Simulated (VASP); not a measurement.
Input of a VASP 6.6.1 run:

The input INCAR:

```
PREC = Accurate
ENCUT = 600
EDIFF = 1E-7
ISMEAR = 0
SIGMA = 0.03
LREAL = F
LASPH = T
NELM = 80
ALGO = Normal
ISIF = 3
LWAVE = F
LCHARG = F
IBRION = 2
NSW = 90
EDIFFG = -0.005
```

KPOINTS

```
regular mesh
0
Gamma
  12 12 12
```

The input POSCAR:

```
CdO                                     
1.0
    0.0000000000      2.3260827744      2.3260827744
    2.3260827744      0.0000000000      2.3260827744
    2.3260827744      2.3260827744     -0.0000000000
  Cd              O             
     1     1
Direct
     0.0000000000000000    0.0000000000000000    0.0000000000000000
     0.5000000000000000    0.5000000000000000    0.5000000000000000
```

Potentials or basis: VASP PAW LDA potentials, release 64 (Cd, O).

The run is started by

```sh
$ cat potpaw_LDA.64/Cd/POTCAR potpaw_LDA.64/O/POTCAR > POTCAR
$ mpirun -np 1 vasp_std > vasp.out
```

(1) Predict the band gap on the k mesh.

Answers

(1) none (metal or under the smearing width).

Caveat: the relaxation stopped at its first step, so nothing moved; this crystal is a semiconductor, whose small gap the functional closes, so the metal is an error of the method.
